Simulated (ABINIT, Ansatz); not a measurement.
# A GW chain in ABINIT: KF (Carobbiite), part 3 of 3

How does a plane-wave GW calculation on KF (Carobbiite) run from the first input to the gap?

ABINIT 10.8.3; PBE and many-body steps on it, plane waves. Known limits of the many-body steps: not at the basis limit.

So far. Step 4 (Empty states on the mesh, 6×6×6 mesh, 708 bands): On this mesh the gap is 6.199 eV. Step 5 (Screening, 6×6×6 mesh, 700 bands, screening to 435.4 eV): Local fields lower ε∞ by 10 %.

## (6) Self-energy, 6×6×6 mesh, 700 bands, screening to 435.4 eV

The self-energy is evaluated for the states that the input lists, and the levels follow from it, in one-shot runs by the linearised quasiparticle equation.

This step: G0W0 on PBE, plane waves, norm-conserving pseudopotentials.

The input, run.abi:

```
acell 3*1.0 Angstrom
rprim 
  -0.000000000000 2.671850000000 2.671850000000
  2.671850000000 -0.000000000000 2.671850000000
  2.671850000000 2.671850000000 0.000000000000
ntypat 2
znucl 19 9
natom 2
typat 1 2
xred 
  0.000000000000 0.000000000000 0.000000000000
  0.500000000000 0.500000000000 0.500000000000
pp_dirpath "pseudos"
pseudos "K.upf, F.upf"
ecut 36
ngkpt 6 6 6
nshiftk 1
shiftk 0 0 0
kptopt 1
chksymbreak 0
istwfk *1
occopt 1
irdwfk 1
optdriver 4
nband 700
gwcalctyp 0
ecutsigx 36
symsigma 1
nkptgw 1
kptgw 
  0.0000000000 0.0000000000 0.0000000000
bdgw 
  6 12
ecuteps 16
irdscr 1
ppmodel 1
indata_prefix "in"
outdata_prefix "out"
tmpdata_prefix "tmp"
```

The run is started by

```console
$ OMP_NUM_THREADS=1 mpirun -n 8 abinit run.abi > log
```

Numbers of over 12 decimals in the logs are rounded to 6 here.

The program printed:

```text
.Version 10.8.3 of ABINIT. v10.8.2 released Aug 2026.

 Symmetries : space group Fm -3 m (#225); Bravais cF (face-center cubic)
[... echo of the input left out ...]
== DATASET  1 ==================================================================
-   mpi_nproc: 8, omp_nthreads: 1 (-1 if OMP is not activated)

--- !DatasetInfo
iteration_state: {dtset: 1, }
dimensions: {natom: 2, nkpt: 16, mband: 700, nsppol: 1, nspinor: 1, nspden: 1, mpw: 2685, }
cutoff_energies: {ecut:  36.0, pawecutdg:  -1.0, }
electrons: {nelect:   1.60000000E+01, charge:   0.00000000E+00, occopt:   1.00000000E+00, tsmear:   1.00000000E-02, }

 SIGMA: Calculation of the GW corrections

 Based on a program developped by R.W. Godby, V. Olevano, G. Onida, and L. Reining.
 Incorporated in ABINIT by V. Olevano, G.-M. Rignanese, and M. Torrent.
.Using double precision arithmetic ; gwpc =  8

[... cell and pseudopotentials left out ...]
--------------------------------------------------------------------------------

 ==== K-mesh for the wavefunctions ====
 Number of points in the irreducible wedge :    16
[... list of points left out ...]
 Together with 48 symmetry operations and time-reversal symmetry
 yields   216 points in the full Brillouin Zone.

 ==== Q-mesh for screening function ====
 Number of points in the irreducible wedge :    16
[... list of points left out ...]
 Together with 48 symmetry operations and time-reversal symmetry
 yields   216 points in the full Brillouin Zone.

 vcoul_init : cutoff-mode = AUXILIARY_FUNCTION
 q-points for optical limit:   1
     1)      0.000010    0.000020    0.000030
 setmesh: FFT mesh size selected  =    40x   40x   40
          total number of points  =        64000

 Number of electrons calculated from density =   16.0000; Expected =   16.0000
 average of density, n =  0.062152
 r_s =    1.5661
 omega_plasma =   24.0483 [eV]

 === KS Band Gaps ===
  >>>> For spin  1
   Minimum direct gap =   6.1994 [eV], located at k-point      :   0.0000  0.0000  0.0000
   Fundamental gap    =   6.1994 [eV], Top of valence bands at :   0.0000  0.0000  0.0000
                                       Bottom of conduction at :   0.0000  0.0000  0.0000
 SIGMA fundamental parameters:
 PLASMON POLE MODEL  1
 number of plane-waves for SigmaX                 2685
 number of plane-waves for SigmaC and W            749
 number of plane-waves for wavefunctions          2685
 number of bands                                   700
 number of independent spin polarizations            1
 number of spinorial components                      1
 number of k-points in IBZ                          16
 number of q-points in IBZ                          16
 number of symmetry operations                      48
 number of k-points in BZ                          216
 number of q-points in BZ                          216
 number of frequencies for dSigma/dE                 9
 frequency step for dSigma/dE [eV]                0.25
 number of omega for Sigma on real axis              0
 max omega for Sigma on real axis  [eV]           0.00
 zcut for avoiding poles [eV]                     0.10

 EPSILON^-1 parameters (SCR file):
 dimension of the eps^-1 matrix on file            749
 dimension of the eps^-1 matrix used               749
 number of plane-waves for wavefunctions          2685
 number of bands                                   700
 number of q-points in IBZ                          16
 number of frequencies                               2
 number of real frequencies                          1
 number of imag frequencies                          1

 matrix elements of self-energy operator (all in [eV])

 Perturbative Calculation

--- !SelfEnergy_ee
iteration_state: {dtset: 1, }
kpoint     : [   0.000,    0.000,    0.000, ]
spin       : 1
KS_gap     :    6.199
QP_gap     :    9.796
Delta_QP_KS:    3.596
data: !SigmaeeData |
     Band     E0 <VxcDFT>   SigX SigC(E0)      Z dSigC/dE  Sig(E)    E-E0       E
        6   0.131 -21.899 -29.568   4.336   0.801  -0.248 -24.570  -2.671  -2.540
        7   0.131 -21.899 -29.568   4.336   0.801  -0.248 -24.570  -2.671  -2.540
        8   0.131 -21.899 -29.568   4.336   0.801  -0.248 -24.570  -2.671  -2.540
        9   6.330  -7.969  -4.027  -2.910   0.897  -0.115  -7.044   0.925   7.255
       10  10.825 -10.841  -4.975  -3.348   0.889  -0.125  -8.602   2.239  13.064
       11  10.825 -10.841  -4.975  -3.348   0.889  -0.125  -8.602   2.239  13.064
       12  10.825 -10.841  -4.975  -3.348   0.889  -0.125  -8.602   2.239  13.064

== END DATASET(S) ==============================================================
================================================================================

 -outvars: echo values of variables after computation  --------
           etotal      0.0000000000E+00
            nband         700
             nkpt          16
          spgroup         225
 [... the other variables as echoed above ...]

 Calculation completed.
```

It took 4.2 min on 8 MPI ranks of Arm Neoverse V1, shared host; peak memory 11 GiB; 34 min of CPU time.

Numbers from this step:

| Quantity | Value |
| --- | --- |
| G0W0 gap on the points computed | 9.795 eV |
| starting gap on the mesh | 6.199 eV |
| k of the valence top | 0, 0, 0 |
| k of the conduction bottom | 0, 0, 0 |
| Z at the valence top | 0.801 |
| Z at the conduction bottom | 0.897 |
| least direct G0W0 gap on the computed points | 9.795 eV |

The gap on the mesh goes from 6.20 eV to 9.79 eV, a correction of +3.60 eV.

Limits: finite bands, cutoff and mesh. v1 is the top filled band, c1 the lowest empty one. The levels before and after the correction (eV, zero at the valence-band top of each column):

```tsv
	conduction bottom	valence top
Kohn-Sham	6.20	0.00
G0W0	9.79	0.00
```

```tsv
	level	energy (eV)
Kohn-Sham	Γ v3-v1	0.000
Kohn-Sham	Γ c1	6.199
Kohn-Sham	Γ c2-c4	10.694
G0W0	Γ v3-v1	0.000
G0W0	Γ c1	9.795
G0W0	Γ c2-c4	15.604
```

## (7) Where the time went

Times are wall times on 8 MPI ranks of Arm Neoverse V1, shared host, good to a factor of about two.

```tsv
step	time	share	memory (GiB)
ground state	5.2 s	0 %	0.54
bands along the symmetry lines	7.2 s	0 %	0.49
empty states on the mesh	37 s	2 %	3.7
screening	32 min	86 %	11
self-energy	4.2 min	11 %	11
```

## (8) Summary of results

- PBE gap: 6.20 eV, direct
- G0W0 gap on the mesh: 9.79 eV
- GW settings: 6×6×6 mesh, 700 bands, screening to 435.4 eV, Godby-Needs plasmon pole
- known limits: not at the basis limit

What this shows: G0W0 moves the gap on the mesh from 6.20 eV to 9.79 eV (+3.60 eV), with Z of 0.80 and 0.90 at the edges. Local fields lower the RPA ε∞ on this mesh from 2.11 to 1.89. Only 1 of the mesh's irreducible points was corrected, so a valley elsewhere could overtake. The dearest step here is «screening». Bands and cutoff are finite, so the gap is not at the basis limit. The miss can reach some tenths of an eV and take either sign; the mesh is an error of its own. In the G0W0 run levels were corrected at 1 k point alone, so a gap called «on the mesh» is the least over those, and an edge elsewhere would be missed.

[Paths, hosts, dates, memory and timing lines, banners, echoed tables and standing remarks are left out of the program output.]

[Logs are printed without paths, hosts, clocks, repeated set-up lines and the standing remarks that a program may print on its own settings, such as how far it seeks lower states.]

[Runs of the session that timed out or met a known fault of the program may be left out.]

[Hosts, paths, dates, database ids (printed as entryN), source tags and the programs' standing remarks are cut or masked in the printed files.]

[G0W0 gaps are taken among the corrected bands and points alone; a level outside them can change the order at an edge.]

[Where Ansatz stands beside ABINIT at settings called matched, ABINIT's density can come from a denser mesh and the files from another edition; pairs whose starting gaps differed by over 0.03 eV were left out, so agreement reads better than it is.]
